## How stiff is a crystal that chooses its own volume?

The bulk modulus B is the pressure needed per relative change of volume, taken at the volume where the crystal is at rest. Each level of theory puts that rest volume somewhere else. A computed modulus therefore carries two things at once: how sharply the energy curve bends, and how tightly packed the method has left the crystal. Boron arsenide, a covalent crystal with four bonds at each atom, shows how the two combine.

Boron arsenide (BAs, F-43m) in GPAW and CONQUEST: Kohn-Sham DFT without spin polarisation, GGA and van der Waals functionals, Fermi-Dirac smearing of 0.05 eV. Each bulk modulus is for a static lattice at the method's own energy minimum, from a fit to seven volumes. Under basis, values in eV are plane-wave cutoffs and DZP means double-zeta polarised orbitals.

| method | program | potentials | basis | k mesh | bulk modulus (GPa) | computed less measured (GPa) |
| --- | --- | --- | --- | --- | --- | --- |
| OLYP | GPAW | PAW data sets made by gpaw setup for the functional | 800 eV | 8x8x8 2-atom cell | 129.40 | -18.600 |
| PBE | CONQUEST | PseudoDojo NC PBE | DZP | 8x8x6 4-atom cell | 123.30 | -24.700 |
| PBE-D3(BJ) | GPAW | GPAW PAW data sets (gpaw data 1.2.1) | 800 eV | 8x8x8 2-atom cell | 140.10 | -7.900 |
| PBEsol-D3 | GPAW | PAW data sets made by gpaw setup for the functional | 800 eV | 8x8x8 2-atom cell | 145.20 | -2.800 |
| PBEsol-D3(BJ) | GPAW | PAW data sets made by gpaw setup for the functional | 800 eV | 8x8x8 2-atom cell | 147.80 | -0.200 |
| RPBE-D3 | GPAW | GPAW PAW data sets (gpaw data 1.2.1) | 800 eV | 8x8x8 2-atom cell | ? | ? |
| optPBE-vdW | GPAW | GPAW PAW data sets (gpaw data 1.2.1) | 800 eV | 8x8x8 2-atom cell | ? | ? |

The known values lie below the measured 148 GPa, by anything from 0.2 to 24.7 GPa. Meshes and basis sets are working values, not converged limits, so small differences between rows may hold numerical errors. The order of the moduli follows the rest volumes of the same runs, which are listed in the analysis printed after this text: the smaller the volume, the stiffer the crystal. OLYP rests 2.3 % above the volume of the given cell, PBEsol-D3(BJ) 2.4 % below it.

### Two limits for an added attraction

Suppose that a method gains an extra attraction between the atoms, such as a dispersion term. In the first limit this attraction acts like a constant inward pressure p. The crystal slides down its own compression curve and its modulus grows by B′p, where B′, the rise of the modulus per unit of pressure, is about 4.2 here.

In the second limit the attraction is an undamped sum over pairs of atoms, falling as the sixth power of distance. Its energy then varies as −1/V², with V the volume. Such an energy pulls inward, but it also curves downward, and this takes 3p off the modulus. The net gain shrinks from 4.2p to about 1.2p.

Real dispersion corrections are damped at short range, and here they fall between the limits. In PBE-D3(BJ), the computed dispersion energies give an inward pressure of 3.9 GPa. Compression adds 4.2 × 3.9 ≈ 16 GPa to the modulus, and the downward curvature removes 8 GPa. About 8 GPa remains, so PBE without D3 should give roughly 132 GPa in the same program.

The two PBEsol rows test this bookkeeping, since they share one base functional and differ only in the correction. Taking off each row's own D3 contribution leaves 141.5 GPa both times. The step from plain PBE to plain PBEsol, nearly 10 GPa, is thus at least as large as what either correction adds. The base functional matters as much as the dispersion term.

### From volume to modulus

Compression alone would make the modulus rise too fast. If the OLYP crystal were squeezed along its own curve to the rest volume of PBEsol-D3(BJ), it would reach about 157.5 GPa, whereas that method gives 147.8 GPa. A change of method is not just a change of pressure.

A straight line fitted to the four known GPAW rows takes this into account on average:

B ≈ 138.7 GPa − 4.0 GPa × s,

where s is the rest volume's excess over the given cell in percent. It follows those four rows to within 1 GPa, which is a modest feat for two constants and four points.

The PBE row was left out of the fit because it comes from another program, with a small basis and a noisier energy curve. Its 123.3 GPa lies almost 9 GPa below the estimate for plain PBE in GPAW. The functional is the same, so this gap belongs to the program, basis, potentials and fit. At the row's own rest volume, 4.1 % above the given cell, the line gives 122.3 GPa, close to the computed value. Stretching the estimated GPAW PBE crystal along its own curve, from 13.95 Å³/atom to this volume, gives about 123 GPa as well, so the gap seems to come mostly through the larger rest volume. The noise leaves the computed value uncertain by several GPa, however, so the agreement is only suggestive. Comparing this row directly with PBE-D3(BJ) would credit dispersion with about twice its true effect.

### Two forecasts

For the remaining two methods the rest volume has to be guessed, and the error bars express mainly the doubt about that guess.

RPBE on its own is known to swell crystals more than PBE does, but its D3 term is strong and pulls the atoms back. A volume 0.6 % above the given cell is a fair compromise. The line then gives 138.7 − 4.0 × 0.6 ≈ 136 GPa. A volume error of 2 % would shift this by 8 GPa, so the forecast is **136 ± 8 GPa**, between OLYP and PBE-D3(BJ).

optPBE-vdW usually gives volumes slightly above those of plain PBE, and 3.4 % above the given cell is assumed here. The line gives 125 GPa. The estimate for plain PBE lies about 3 GPa above the line, and optPBE-vdW has exchange of a similar kind, so the same amount is added. With a volume error of 1.5 % allowed for, the forecast is **128 ± 6 GPa**, softer than PBE-D3(BJ).

The withheld rows as computed:

| method | program | potentials | basis | k mesh | bulk modulus (GPa) | computed less measured (GPa) |
| --- | --- | --- | --- | --- | --- | --- |
| RPBE-D3 | GPAW | GPAW PAW data sets (gpaw data 1.2.1) | 800 eV | 8x8x8 2-atom cell | 130.60 | -17.400 |
| optPBE-vdW | GPAW | GPAW PAW data sets (gpaw data 1.2.1) | 800 eV | 8x8x8 2-atom cell | 125.40 | -22.600 |

Both values fall inside their ranges, and both are lower than the central forecast. RPBE-D3 gives 130.6 GPa, 5.7 GPa below the line's unrounded 136.3 GPa and only just above OLYP. To sit on the line, the crystal would have to rest (138.7 − 130.6)/4.0 ≈ 2.0 % above the given cell instead of 0.6 %. The minimum of the run's own energy curve lies just there, 2.0 % above the given cell. The line held and the guessed volume failed: after the pull of D3, more of the swelling of RPBE remains than was assumed. The D3 energy is about as large here as in PBE-D3(BJ), but it changes less with volume, so its inward pressure is 3.3 GPa rather than 3.9 GPa. Against a modulus of 130.6 GPa, that half a GPa moves the volume by only about 0.4 %, a small part of the miss of 1.4 %; the rest lies in how far RPBE itself swells the crystal.

For optPBE-vdW the result is 125.4 GPa, about 2.5 GPa below the forecast. Here too the volume was guessed too small: the run rests 4.0 % above the given cell, not 3.4 %. At that volume the line alone gives about 123 GPa, and the computed value lies nearly 3 GPa above it, just as was estimated for plain PBE. The shift matched in size, but similar exchange is unlikely to be the reason. PBE-D3(BJ) has the exchange of PBE itself and sits on the line, and so does RPBE-D3; the offset of plain PBE appears only once the D3 term and its softening curvature are taken off. The line is also stretched here beyond the volumes it was fitted to, so the match may be partly chance. Without the shift the forecast would have come closer, but only because two errors cancel.

### Reading the error against experiment

RPBE-D3 and optPBE-vdW both include dispersion, yet they fall short of the measured modulus by 17 and 23 GPa. PBEsol-D3(BJ) falls short by only 0.2 GPa. The presence of an attraction therefore does not settle the modulus. In all seven rows the modulus falls as the rest volume grows, so the better guide is where the whole functional, base and correction together, lets the crystal come to rest.

The near-perfect value of PBEsol-D3(BJ) should be read in the same light. Zero-point and thermal motion normally soften a crystal, so a correct static modulus should lie somewhat above the measured one. This method reaches the measured number at a volume 2.4 % below the given cell. No measured volume is listed here to compare with; if the given cell is close to it, the good modulus comes partly from a crystal packed too tightly. Stretched to the given volume along its own curve, the same crystal would be about 14 GPa softer. A modulus that agrees with experiment is convincing only when the volume behind it agrees too.

Printed output of the fit:

```
Volume shift from the given cell (guessed for the withheld rows) and error of the modulus:
            row  volume shift in %  computed less measured in GPa
           OLYP              2.308                          -18.6
            PBE              4.103                          -24.7
     PBE-D3(BJ)            -0.3444                           -7.9
      PBEsol-D3             -1.456                           -2.8
  PBEsol-D3(BJ)             -2.384                           -0.2
        RPBE-D3                0.6                          -17.4
     optPBE-vdW                3.4                          -22.6
fit of result_bulk_modulus on 4 rows (gp): constant 138.7 +/- 0.29, coefficient of dv -4.001 +/- 0.16; rms 0.401, worst PBEsol-D3 -0.626, leave-one-out rms 0.839
  rows outside the fit (model, value, miss): PBE 122.3, 123.3, -0.967; RPBE-D3 136.3, 130.6, 5.75; optPBE-vdW 125.1, 125.4, -0.254
Change of modulus for a 2 % error in volume, GPa: 8.002
Change of modulus for a 1.5 % error in volume, GPa: 6.001
Inward pressure of D3(BJ) in PBE-D3(BJ), GPa: 3.875
Stiffening by that compression, GPa: 16.29
Softening by the curvature of the D3(BJ) energy, GPa: -8.12
Net gain from D3(BJ) on PBE, GPa: 8.174
Net gain from D3 on PBEsol, GPa: 3.693
Net gain from D3(BJ) on PBEsol, GPa: 6.337
Estimated D3-free PBE modulus in GPAW, GPa: 131.9
Estimated D3-free PBE volume in GPAW, A^3/atom: 13.95
Estimated D3-free PBEsol modulus from the D3 row, GPa: 141.5
Estimated D3-free PBEsol modulus from the D3(BJ) row, GPa: 141.5
CONQUEST PBE less D3-free GPAW PBE, GPa: -8.626
OLYP crystal squeezed to the PBEsol-D3(BJ) volume on one curve, GPa: 157.5
Overshoot of that single curve, GPa: 9.719
D3-free PBE above the fitted line, GPa: 2.766
Shifted forecast for optPBE-vdW, GPa: 127.9
```
